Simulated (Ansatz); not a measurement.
Br:

```
CELL_PARAMETERS angstrom
3.36325 -2.32255 0.00000
3.36325 2.32255 0.00000
0.00000 0.00000 8.70230
ATOMIC_POSITIONS crystal
Br 0.36510 0.63490 0.39010
Br 0.13490 0.86510 0.89010
Br 0.63490 0.36510 0.60990
Br 0.86510 0.13490 0.10990
```

```yaml
Program: Ansatz 0.2.0
Task: relaxation of cell and atoms
Functional: PBEsol
Potentials_or_basis: Ansatz PAW
Cutoff: "420 eV (not typed: the program's choice for these potentials)"
k_mesh: 7 × 7 × 3
Occupations: fermi-dirac, width 0.05 eV
Spin: no spin polarisation
```

At the start: volume 33.99 Å³/atom.

Problem. How do energy, volume and symmetry change on relaxing?

Solution. It ends after 9 steps and the volume is 30.89 Å³/atom (-9.1 %); space group Cmce (No. 64, to 0.05 Å).

The path:
| step | energy change (eV) | largest force (eV/Å) | volume (Å³) |
| --- | --- | --- | --- |
| 1 | 0.0000 | 0.7220 | 135.95 |
| 2 | -0.1477 | 0.3948 | 124.86 |
| 3 | -0.2137 | 0.1109 | 119.40 |
| 4 | -0.2320 | 0.0484 | 119.33 |
| 5 | -0.2396 | 0.0224 | 119.43 |
| 6 | -0.2423 | 0.0194 | 122.26 |
| 7 | -0.2427 | 0.0090 | 123.29 |
| 8 | -0.2427 | 0.0025 | 123.58 |
| 9 | -0.2415 | 0.0023 | 123.58 |

Final structure:
```xyz
4
Lattice="3.6000 -2.0132 0.0000 3.6000 2.0132 0.0000 0.0000 0.0000 8.5256" Properties=species:S:1:pos:R:3 pbc="T T T"
Br    3.6000    0.6220    3.2391
Br    3.6000    1.3912    7.5019
Br    3.6000   -0.6220    5.2865
Br    3.6000   -1.3912    1.0237
```

Caveat: the plane-wave basis is chosen anew once the cell has moved, so the energies of steps on either side of that aren't comparable; the PAW data sets come from PBE, with cores solved anew for the run's functional, which leaves a small shift of forces and pressure.
